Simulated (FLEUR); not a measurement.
# C (P6_3/mmc) in FLEUR: further runs, part 2 of 2

FLEUR MaX-R8.1 (later development tree). Earlier steps stand in the parts before.

## 5. Equation of state, LDA (Wigner correlation), 5.67 Å³/atom

The COD entry that gives the cell may itself be a prediction, so a difference from it is no test against experiment.

Contents of inp.xml:

```xml
<?xml version="1.0" encoding="UTF-8" standalone="no"?>
<fleurInput fleurInputVersion="0.39">
   <comment>
      C                                                                                                   
   </comment>
   <calculationSetup>
      <cutoffs Kmax="5.5" Gmax="17.0" GmaxXC="17.0" numbands="0"/>
      <scfLoop itmax="60" minDistance="0.00001" maxIterBroyd="15" imix="Anderson" alpha="0.05" precondParam="0.0" spinf="2.0" sdNocoIR="T"/>
      <coreElectrons ctail="T" frcor="F" kcrel="0" coretail_lmax="0"/>
      <xcFunctional name="wign" relativisticCorrections="F"/>
      <magnetism jspins="1"/>
      <soc l_soc="F" theta="0.0" phi="0.0" spav="F"/>
      <expertModes spex="0" secvar="F"/>
      <geometryOptimization l_f="F" forcealpha="1.0" forcemix="BFGS" epsdisp="0.00001" epsforce="0.00001"/>
      <ldaU l_linMix="F" mixParam="0.05" spinf="1.0"/>
   </calculationSetup>
   <cell>
      <bzIntegration valenceElectrons="32.0" mode="hist" fermiSmearingEnergy="0.00183747">
         <kPointListSelection listName="default-1"/>
         <!-- k-points included here -->
         <xi:include xmlns:xi="http://www.w3.org/2001/XInclude" href="kpts.xml"> </xi:include>
      </bzIntegration>
      <!-- symmetry operations included here -->
      <xi:include xmlns:xi="http://www.w3.org/2001/XInclude" href="sym.xml"> </xi:include>
      <bulkLattice scale="1.0000000000">
         <bravaisMatrix>
            <row-1>    4.7660782588536597     0.0000000000000000     0.0000000000000000</row-1>
            <row-2>   -2.3830391294268298     4.1275448486208255     0.0000000000000000</row-2>
            <row-3>    0.0000000000000000     0.0000000000000000    15.5658630609426591</row-3>
         </bravaisMatrix>
      </bulkLattice>
   </cell>
   <atomSpecies>
      <species name="Carbon (C)" element="C" atomicNumber="6">
         <mtSphere radius="1.31" gridPoints="447" logIncrement="0.023"/>
         <atomicCutoffs lmax="8" lnonsphr="6"/>
         <electronConfig flipSpins="F">
            <coreConfig>(1s1/2)</coreConfig>
            <valenceConfig>(2s1/2) (2p1/2) (2p3/2)</valenceConfig>
            <stateOccupation state="(2p1/2)" spinUp="0.333333" spinDown="0.333333"/>
            <stateOccupation state="(2p3/2)" spinUp="0.666667" spinDown="0.666667"/>
         </electronConfig>
         <energyParameters s="2" p="2" d="3" f="4"/>
         <lo type="SCLO" l="0" n="2" eDeriv="2"/>
         <lo type="SCLO" l="1" n="2" eDeriv="2"/>
         <lo type="SCLO" l="2" n="3" eDeriv="2"/>
      </species>
   </atomSpecies>
   <atomGroups>
      <atomGroup species="Carbon (C)">
         <relPos label="                   1">-1.000/3.000 1.000/3.000 -5.000/32.000</relPos>
         <relPos label="                   2">1.000/3.000 -1.000/3.000 11.000/32.000</relPos>
         <relPos label="                   3">-1.000/3.000 1.000/3.000 -11.000/32.000</relPos>
         <relPos label="                   4">1.000/3.000 -1.000/3.000 5.000/32.000</relPos>
         <force calculate="T" relaxXYZ="TTT"/>
      </atomGroup>
      <atomGroup species="Carbon (C)">
         <relPos label="                   5">.0000000000 .0000000000 -3.000/32.000</relPos>
         <relPos label="                   6">.0000000000 .0000000000 13.000/32.000</relPos>
         <relPos label="                   7">.0000000000 .0000000000 -13.000/32.000</relPos>
         <relPos label="                   8">.0000000000 .0000000000 3.000/32.000</relPos>
         <force calculate="T" relaxXYZ="TTT"/>
      </atomGroup>
   </atomGroups>
   <output dos="F" band="F" slice="F">
      <checks vchk="F" cdinf="F"/>
      <bandDOS minEnergy="-.5*Htr" maxEnergy="0.5*Htr" sigma="0.015" storeEVData="T"/>
      <vacuumDOS vacdos="F" integ="F" star="F" nstars="0" locx1="0.0" locy1="0.0" locx2="0.0" locy2="0.0" nstm="0" tworkf="0.0"/>
      <unfoldingBand unfoldBand="F" supercellX="1" supercellY="1" supercellZ="1"/>
      <plotting iplot="0" polar="F">
         <plot TwoD="T" vec1="  1.0  0.0  0.0" vec2="  0.0  1.0  0.0" vec3="  0.0  0.0  1.0" zero="  0.0  0.0  0.0" file="plot"/>
      </plotting>
      <chargeDensitySlicing numkpt="0" minEigenval="0.0" maxEigenval="0.0" nnne="0" pallst="F"/>
      <specialOutput eonly="F"/>
      <moessbauerParams electricFieldGradient="T" isomerShift="T" coreHyperfine="T" valenceHyperfine="T"/>
      <magneticCircularDichroism mcd="F" energyLo="-10.0" energyUp="0.0"/>
   </output>
  <!-- We include the file relax.xml here to enable relaxations (see documentation) -->
  <xi:include xmlns:xi="http://www.w3.org/2001/XInclude" href="relax.xml"> <xi:fallback/> </xi:include>
</fleurInput>
```

The run is started by

```console
$ inpgen -f crystal.txt -profile fastHighL
$ # inp.xml edited to the form shown
$ fleur_MPI
```

Wall time 4.8 min (1 thread of Arm Neoverse V1, shared host); peak memory 0.1 GiB.

It converged, with:

| Quantity | Value |
| --- | --- |
| Free energy | -8210.2512 eV |
| Band gap on the k mesh | 4.29 eV, indirect (least direct gap 5.10 eV) |
| Valence electrons inside the program's atomic spheres | C 1.95 (radii C 1.31 bohr) |

## 6. Equation of state, LDA (Wigner correlation), 5.90 Å³/atom (volume scaled by 1.04)

Changes to inp.xml since step 5:

```diff
@@ -24,3 +24,3 @@
       <xi:include xmlns:xi="http://www.w3.org/2001/XInclude" href="sym.xml"> </xi:include>
-      <bulkLattice scale="1.0000000000">
+      <bulkLattice scale="1.0131594038">
          <bravaisMatrix>
```

Potentials or basis: all-electron, FLAPW.

The run is started by

```console
$ inpgen -f crystal.txt -profile fastHighL
$ # inp.xml edited to the form shown
$ fleur_MPI
```

Wall time 5.3 min (1 thread of Arm Neoverse V1, shared host); peak memory 0.1 GiB.

It converged, with:

| Property | Result |
| --- | --- |
| Free energy | -8210.1665 eV |
| Band gap on the k mesh | 4.19 eV, indirect (least direct gap 5.01 eV) |
| Valence electrons inside the program's atomic spheres | C 1.92 (radii C 1.31 bohr) |

## 7. Equation of state, LDA (Wigner correlation), 6.01 Å³/atom (volume scaled by 1.06)

Changes to inp.xml since step 6:

```diff
@@ -24,3 +24,3 @@
       <xi:include xmlns:xi="http://www.w3.org/2001/XInclude" href="sym.xml"> </xi:include>
-      <bulkLattice scale="1.0131594038">
+      <bulkLattice scale="1.0196128224">
          <bravaisMatrix>
```

The run is started by

```console
$ inpgen -f crystal.txt -profile fastHighL
$ # inp.xml edited to the form shown
$ fleur_MPI
```

Run time: 5.5 min. Hardware: 1 thread of Arm Neoverse V1, shared host; peak memory 0.1 GiB.

The run converged. Its results:

| Property | Result |
| --- | --- |
| Free energy | -8210.0598 eV |
| Band gap on the k mesh | 4.15 eV, indirect (least direct gap 4.97 eV) |
| Valence electrons inside the program's atomic spheres | C 1.90 (radii C 1.31 bohr) |

## 8. Equation of state, LDA (Wigner correlation)

No new run: the results of the series are fitted here.

Results:

- Equilibrium volume: 5.68 Å³/atom
- Bulk modulus at fixed shape and positions: 438 GPa
- Pressure derivative of the bulk modulus: 3.6 (rough: it moves with the points fitted)

Energy against volume, from the lowest point:
```csv
volume (Å³/atom),energy (meV/atom)
5.332,32.70
5.445,14.49
5.672,0.00
5.899,10.58
6.012,23.93
```

Caveat: the cell was scaled at fixed shape and fractional positions, which overstates the stiffness of a crystal with free parameters, most of all of layers and chains.
